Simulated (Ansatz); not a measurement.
Runs of Ansatz 0.2.0 on HfN. The structure is cubic, space group Pm-3m (No. 221). The conventional cell has a = 2.825 Å, b = 2.825 Å, c = 2.825 Å, α = 90.00°, β = 90.00°, γ = 90.00°. Hf (site symmetry m-3m) has 8 N at 2.45 Å as nearest neighbours. N (site symmetry m-3m) is surrounded by 8 Hf at 2.45 Å. The cell was built by a generator and needn't be a form met in nature.

```tsv
task	level	cell	cutoff (eV)	points for each segment of the path	gap on the mesh (eV)	pressure (GPa)	relaxed volume (Å³/atom)
band structure	HSE06	as given	420	4	none	-6.8	-
band structure	HSE03	as given	420	4	none	-6.3	-
single point	PBEsol0	as given	420	-	none	-12.8	-
band structure	HSEsol	as given	420	4	none	(a)	-
relaxation of cell and atoms	HF	relaxed	420	-	none	0.0	11.36
relaxation of cell and atoms	B3LYP	relaxed	420	-	none	0.0	11.34
single point	r2SCANh	as given	500	-	none	-7.2	-
single point	HF	as given	420	-	none	(b)	-
```

Alike in all rows: potentials or basis Ansatz PAW; no spin polarisation; k mesh 5 × 5 × 5; smearing fermi-dirac 0.05 eV; the mesh is coarse, so values aren't converged.

Question: Fill in the values left out.

Answer: (a) -12.5; (b) 2.1.

Caveats: all runs use coarse meshes; the PAW data sets come from PBE, with cores solved anew for the run's functional, which leaves a small shift of forces and pressure; the thresholds are loose for stress (some runs); spin-orbit coupling is left out, which moves the levels of the heavy elements (some runs); the plane-wave basis is chosen anew once the cell has moved, so the energies of steps on either side of that aren't comparable (some runs).

A k mesh can miss the band edges, and the runs leave out spin-orbit coupling on Hf.

A gap of «none» marks a metal or a gap under the smearing width.
